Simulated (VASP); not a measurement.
# TiPt3 (Pm-3m) in VASP: further runs, part 2 of 2

VASP 6.6.1.

## 3. Relaxation of cell and atoms, PBE

INCAR reads:

```
ALGO = Fast
EDIFF = 1E-6
EDIFFG = -0.005
ENCUT = 600
GGA = PE
IBRION = 2
ISIF = 3
ISMEAR = 0
LASPH = True
LCHARG = False
LREAL = False
LWAVE = False
NELM = 100
NSW = 100
PREC = Accurate
SIGMA = 0.1
```

KPOINTS reads:

```
k-points
0
Gamma
  10 10 10
```

POSCAR reads:

```
TiPt3
1.0
    3.9481842894      0.0000000000      0.0000000000
    0.0000000000      3.9481842894      0.0000000000
    0.0000000000      0.0000000000      3.9481842894
Ti Pt
1 3
Direct
    0.0000000000      0.0000000000      0.0000000000
    0.0000000000      0.5000000000      0.5000000000
    0.5000000000      0.0000000000      0.5000000000
    0.5000000000      0.5000000000      0.0000000000
```

Potentials or basis: VASP PAW PBE potentials, release 64 (Ti_sv, Pt).

Started as:

```
cat potpaw_PBE.64/Ti_sv/POTCAR potpaw_PBE.64/Pt/POTCAR > POTCAR
mpirun -np 1 vasp_std > vasp.out
```

OUTCAR:

```text
EDIFF = 1E-6
   EDIFFG = -0.005
   ENCUT = 600
   GGA = PE
   IBRION = 2
   ISIF = 3
   ISMEAR = 0
   LASPH = True
   LREAL = False
   NELM = 100
   NSW = 100
   PREC = Accurate

 ion  position               nearest neighbor table
   1  0.000  0.000  0.000-   2 2.79   3 2.79   4 2.79   2 2.79   3 2.79   2 2.79   4 2.79   2 2.79
                             3 2.79   4 2.79   3 2.79   4 2.79
   2  0.000  0.500  0.500-   1 2.79   3 2.79   4 2.79   1 2.79   4 2.79   1 2.79   3 2.79   1 2.79
                             3 2.79   4 2.79   4 2.79   3 2.79
   3  0.500  0.000  0.500-   1 2.79   2 2.79   4 2.79   1 2.79   4 2.79   2 2.79   4 2.79   4 2.79
                             1 2.79   2 2.79   1 2.79   2 2.79
   4  0.500  0.500  0.000-   1 2.79   2 2.79   3 2.79   2 2.79   3 2.79   1 2.79   3 2.79   3 2.79
                             1 2.79   2 2.79   2 2.79   1 2.79

  LATTYP: Found a simple cubic cell.
 ALAT       =     3.9481842894

  Lattice vectors:

 A1 = (   3.9481842894,   0.0000000000,   0.0000000000)
 A2 = (   0.0000000000,   3.9481842894,   0.0000000000)
 A3 = (   0.0000000000,   0.0000000000,   3.9481842894)

Analysis of symmetry for initial positions (statically):
=====================================================================
 Subroutine PRICEL returns:
 Original cell was already a primitive cell.

 Routine SETGRP: Setting up the symmetry group for a
 simple cubic supercell.

 Subroutine GETGRP returns: Found 48 space group operations
 (whereof 48 operations were pure point group operations)
 out of a pool of 48 trial point group operations.

The static configuration has the point symmetry O_h .

Analysis of symmetry for dynamics (positions and initial velocities):
=====================================================================
 Subroutine PRICEL returns:
 Original cell was already a primitive cell.

 Routine SETGRP: Setting up the symmetry group for a
 simple cubic supercell.

 Subroutine GETGRP returns: Found 48 space group operations
 (whereof 48 operations were pure point group operations)
 out of a pool of 48 trial point group operations.

The dynamic configuration has the point symmetry O_h .

 Subroutine INISYM returns: Found 48 space group operations
 (whereof 48 operations are pure point group operations),
 and found     1 'primitive' translations

----------------------------------------------------------------------------------------

                                     Primitive cell

  volume of cell :      61.5449

  direct lattice vectors                    reciprocal lattice vectors
     3.948184289  0.000000000  0.000000000     0.253280984  0.000000000  0.000000000
     0.000000000  3.948184289  0.000000000     0.000000000  0.253280984  0.000000000
     0.000000000  0.000000000  3.948184289     0.000000000  0.000000000  0.253280984

  length of vectors
     3.948184289  3.948184289  3.948184289     0.253280984  0.253280984  0.253280984

  position of ions in fractional coordinates (direct lattice)
     0.000000000  0.000000000  0.000000000
     0.000000000  0.500000000  0.500000000
     0.500000000  0.000000000  0.500000000
     0.500000000  0.500000000  0.000000000

  ion indices of the primitive-cell ions
   primitive index   ion index
                 1           1
                 2           2
                 3           3
                 4           4

----------------------------------------------------------------------------------------

[... 52 lines left out ...]
   number of dos      NEDOS =    301   number of ions     NIONS =      4
   total plane-waves  NPLWV =  32768
   dimension x,y,z NGX =    32 NGY =   32 NGZ =   32
   dimension x,y,z NGXF=    64 NGYF=   64 NGZF=   64
   ions per type =               1   3
   NGX,Y,Z   is equivalent  to a cutoff of  13.47, 13.47, 13.47 a.u.
   NGXF,Y,Z  is equivalent  to a cutoff of  26.95, 26.95, 26.95 a.u.
 SYSTEM =  unknown system
   PREC   = accura    normal or accurate (medium, high low for compatibility)
   ISTART =      0    job   : 0-new  1-cont  2-samecut
   ICHARG =      2    charge: 1-file 2-atom 10-const
   ISPIN  =      1    spin polarized calculation?
   LNONCOLLINEAR =      F non collinear calculations
   LSORBIT =      F    spin-orbit coupling
   LASPH  =      T    aspherical Exc in radial PAW
   ENCUT  =  600.0 eV  44.10 Ry    6.64 a.u.   7.89  7.89  7.89*2*pi/ulx,y,z
   NELM   =    100;   NELMIN=  2; NELMDL= -5     # of ELM steps
   EDIFF  = 0.1E-05   stopping-criterion for ELM
   LREAL  =      F    real-space projection
   EDIFFG = -.5E-02   stopping-criterion for IOM
   NSW    =    100    number of steps for IOM
   IBRION =      2    ionic relax: 0-MD 1-quasi-New 2-CG
   NFREE  =      1    steps in history (QN), initial steepest desc. (CG)
   ISIF   =      3    stress and relaxation
   ISYM   =      2    0-nonsym 1-usesym 2-fastsym
   POTIM  = 0.5000    time-step for ionic-motion
   TEBEG  =    0.0;   TEEND  =   0.0 temperature during run
   PSTRESS=    0.0 pullay stress
   NELECT =      42.0000    total number of electrons
   NUPDOWN=      -1.0000    fix difference up-down
   EMIN   =  10.00;   EMAX   =-10.00  energy-range for DOS
   EFERMI =   0.00;   METHOD = LEGACY
   ISMEAR =     0;   SIGMA  =   0.10  broadening in eV -4-tet -1-fermi 0-gaus
   EFERMI_NEDOS =   21; number of points for ismear=-14 and -15
   IALGO  =     68    algorithm
   IMIX   =      4    mixing-type and parameters
     AMIX     =   0.40;   BMIX     =  1.00
     AMIX_MAG =   1.60;   BMIX_MAG =  1.00
  volume/ion in A,a.u.               =      15.39       103.83
  Fermi-wavevector in a.u.,A,eV,Ry     =   1.441320  2.723700 28.264801  2.077404
  Thomas-Fermi vector in A             =   2.559966
   LORBIT       =      0    0 simple, 1 ext, 2 COOP (PROOUT), +10 PAW based schemes
   GGA     = PE    functional components
   LHFCALC =     F    Hartree Fock is set to
   AEXX    =    0.0000 exact exchange contribution
   IVDW    =     0    specifies the selected vdW correction
   LEPSILON=     F    determine dielectric tensor
   LRPA    =     F    only Hartree local field effects (RPA)
 conjugate gradient relaxation of ions
 non-spin polarized calculation
 RMM-DIIS sequential band-by-band and
 Gauss-broadening in eV      SIGMA  =   0.10
  energy-cutoff  :      600.00
  volume of cell :       61.54
 maximum number of plane-waves:      2103
 NGX is ok and might be reduce to    32
   NGX = 15   NGY = 15   NGZ = 15

--------------------------------------- Ionic step        1  -------------------------------------------

 number of electron      41.9999988 magnetization

 Free energy of the ion-electron system (eV)
  ---------------------------------------------------
  ext. energy  EPLUGINS =         0.00000000
  ---------------------------------------------------
  free energy    TOTEN  =       -29.55992729 eV

  energy without entropy =      -29.55398531  energy(sigma->0) =      -29.55695630

------------------------ aborting loop because EDIFF is reached ----------------------------------------

  FORCE on cell =-STRESS in cart. coord.  units (eV):
  Direction    XX          YY          ZZ          XY          YZ          ZX
  --------------------------------------------------------------------------------------
  -------------------------------------------------------------------------------------
  Total       -0.1193069     -0.1193069     -0.1193069      0.0000000      0.0000000     -0.0000000
  in kB       -3.1058743     -3.1058743     -3.1058743      0.0000000      0.0000000     -0.0000000
  external PRESSURE =      -3.1058743 kB  Pullay stress =       0.0000000 kB
[... 63 lines left out ...]
--------------------------------------- Ionic step        3  -------------------------------------------

 number of electron      41.9999988 magnetization

 Free energy of the ion-electron system (eV)
  ---------------------------------------------------
  ext. energy  EPLUGINS =         0.00000000
  ---------------------------------------------------
  free energy    TOTEN  =       -29.56001525 eV

  energy without entropy =      -29.55407054  energy(sigma->0) =      -29.55704290

 E-fermi :  11.1983     XC(G=0): -13.0635

 val. band max:       11.1852355620   @ k =   0.5000   0.1000   0.0000
 cond. band min:      11.2070354211   @ k =   0.0000   0.0000   0.0000
 fundamental gap:      0.0217998591
 Fermi energy:        11.1983158899

 k-point     1 :       0.0000    0.0000    0.0000
  band No.  band energies     occupation
      1     -47.0469      2.00000
      2     -23.2538      2.00000
      3     -23.2538      2.00000
      4     -23.2538      2.00000
      5       1.3408      2.00000
      6       4.1632      2.00000
[... 661 lines left out ...]
     24      12.1467      0.00000
     25      12.2869      0.00000

 [... further k-points ...]
[... 5 lines left out ...]
  --------------------------------------------------------------------------------------
  -------------------------------------------------------------------------------------
  Total        0.0140784      0.0140784      0.0140784      0.0000000      0.0000000     -0.0000000
  in kB        0.3669561      0.3669561      0.3669561      0.0000000      0.0000000     -0.0000000
  external PRESSURE =       0.3669561 kB  Pullay stress =       0.0000000 kB
[... 19 lines left out ...]
  FREE ENERGIE OF THE ION-ELECTRON SYSTEM (eV)
  ---------------------------------------------------
  free  energy   TOTEN  =       -29.5600152512 eV

  energy  without entropy=      -29.5540705441  energy(sigma->0) =      -29.55704290

 reached required accuracy - stopping structural energy minimisation
```

CONTCAR:

```text
TiPt3
   1.00000000000000
     3.9465370916621070    0.0000000000000000   -0.0000000000000000
     0.0000000000000000    3.9465370916621070   -0.0000000000000000
     0.0000000000000000    0.0000000000000000    3.9465370916621070
  Ti              Pt
     1     3
Direct
     0.0000000000000000    0.0000000000000000    0.0000000000000000
     0.0000000000000000    0.5000000000000000    0.5000000000000000
     0.5000000000000000    0.0000000000000000    0.5000000000000000
     0.5000000000000000    0.5000000000000000    0.0000000000000000

  0.00000000E+00  0.00000000E+00  0.00000000E+00
  0.00000000E+00  0.00000000E+00  0.00000000E+00
  0.00000000E+00  0.00000000E+00  0.00000000E+00
  0.00000000E+00  0.00000000E+00  0.00000000E+00
```

Wall time 2.5 min (1 thread of Intel Xeon Platinum 8488C (Sapphire Rapids), shared host); peak memory 0.26 GiB.

What came out:

| Property | Result |
| --- | --- |
| Free energy | -29.5600 eV |
| Relaxed volume | 15.37 Å³/atom |
| Relaxed cell | a = 3.947 Å, b = 3.947 Å, c = 3.947 Å, α = 90.00°, β = 90.00°, γ = 90.00° |
| Space group after relaxing (to 0.05 Å) | Pm-3m (No. 221) |
| Energy gained by relaxing | 0.0 meV/atom |
| Ionic steps | 3 |
| Pressure after relaxing | 0.0 GPa |
| Band gap on the k mesh | none (metal or under the smearing width) |

Final structure:
```
CELL_PARAMETERS angstrom
3.94654 0.00000 0.00000
0.00000 3.94654 0.00000
0.00000 0.00000 3.94654
ATOMIC_POSITIONS crystal
Ti 0.00000 0.00000 0.00000
Pt 0.00000 0.50000 0.50000
Pt 0.50000 0.00000 0.50000
Pt 0.50000 0.50000 0.00000
```
